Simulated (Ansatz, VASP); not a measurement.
## GaN: VASP beside Ansatz

INCAR

```
  ALGO = Normal
  EDIFF = 1E-6
  ENCUT = 520
  GGA = PE
  ISIF = 2
  ISMEAR = 0
  LASPH = True
  LCHARG = False
  LREAL = False
  LWAVE = False
  NBANDS = 16
  NELM = 60
  PREC = Accurate
  SIGMA = 0.05
```

Contents of KPOINTS:

```
k-points
0
Gamma
  10 10 10
```

File POSCAR:

```
GaN
1.0
    0.0000000000      2.2535006075      2.2535006075
    2.2535006075      0.0000000000      2.2535006075
    2.2535006075      2.2535006075      0.0000000000
Ga N
1 1
Direct
    0.0000000000      0.0000000000      0.0000000000
    0.7500000000      0.7500000000      0.7500000000
```

Input for Ansatz:

```yaml
crystal:
  lattice:
    - [0.0, 2.2535006075, 2.2535006075]
    - [2.2535006075, 0.0, 2.2535006075]
    - [2.2535006075, 2.2535006075, 0.0]
  atoms:
    - { symbol: Ga, position: [0.0, 0.0, 0.0] }
    - { symbol: "N", position: [0.75, 0.75, 0.75] }
basis:
  ecutwfc: 420
kpoints:
  mp_grid: { grid: [10, 10, 10] }
hamiltonian:
  xc: pbe
scf:
  occupations: { method: gaussian, width: 0.05 }
output:
  forces: true
  stress: true
  eigenvalues: true
```

The cell is a database's computed one.

Alike in both runs: task single point; functional PBE; k mesh 10 × 10 × 10; occupations gaussian, width 0.05 eV; no spin polarisation.

|  | VASP | Ansatz |
| --- | --- | --- |
| version | VASP 6.6.1 | Ansatz 0.2.0 |
| potentials or method | VASP PAW PBE potentials, release 64 (Ga_d, N) | scalar-relativistic, plane waves, PAW |
| plane-wave cutoff (eV) | 520 | 420 |
| valence electrons in the cell | 18 | 18 |

Ansatz gave:

- gap on the k mesh at the Fermi level (eV): 1.72
- least direct gap on the mesh (eV): 1.72
- pressure (GPa): 5.0

Problem. What did VASP give for the same quantities?

Solution. gap on the k mesh at the Fermi level (eV): 1.72; least direct gap on the mesh (eV): 1.72; pressure (GPa): 5.1.

The functional is the same, so the differences come from potentials, cutoffs and numerics.
